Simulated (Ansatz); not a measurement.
# Two inputs for SiO2

Cell: a COD entry (perhaps calculated rather than measured), its atoms then relaxed with PBE in this cell.

```
CELL_PARAMETERS angstrom
-2.37405 2.37405 3.74400
2.37405 -2.37405 3.74400
2.37405 2.37405 -3.74400
ATOMIC_POSITIONS crystal
Si 0.00000 0.00000 0.00000
Si 0.75000 0.25000 0.50000
O 0.00142 0.62500 0.87642
O 0.37500 0.25142 0.37642
O 0.74858 0.12500 0.12358
O 0.87500 0.99858 0.62358
```

Atom numbers follow the list; atoms alike are taken as one site, whose name carries the number of the first.

Reference run. Level of theory: DFT, PBE, plane waves and PAW (field gradients read without the response of the frozen cores, which leaves them typically 4 to 6 % off), scalar-relativistic, 420 eV cutoff, Γ-centred 6×6×6 k-points, Fermi–Dirac smearing 0.02 eV (Ansatz 0.2.0).

Problem. The input is changed as follows: `basis.ecutwfc`: not typed → 250 eV; `scf.occupations.width`: 0.02 → not typed; `scf.occupations.method`: fermi_dirac → tetrahedron; `kpoints.mp_grid.grid`: [6, 6, 6] → [9, 9, 9]. What happens to V_zz (10²¹ V/m²) and η?

Solution. 

```json
{"site": "Si", "atom": "1", "V_zz reference": "-0.52", "η reference": "0.00", "V_zz changed": "-0.55", "η changed": "0.00"}
{"site": "O", "atom": "3", "V_zz reference": "9.26", "η reference": "0.34", "V_zz changed": "8.23", "η changed": "0.35"}
```

The largest change of V_zz is on O, from 9.26 to 8.23. In per cent, |V_zz| changes by +7 on Si, -11 on O (all sites that start above 0.5). At these positions, which the reference run relaxed to, the changed run has forces up to 0.3 eV/Å, so its atoms aren't at their own equilibrium. New warnings: band table not solved further, cutoff below recommended, tetrahedron derivatives may miss energy slope. In the changed run the cutoff of 250 eV lies below the one recommended for these PAW files, so its values aren't converged ones.
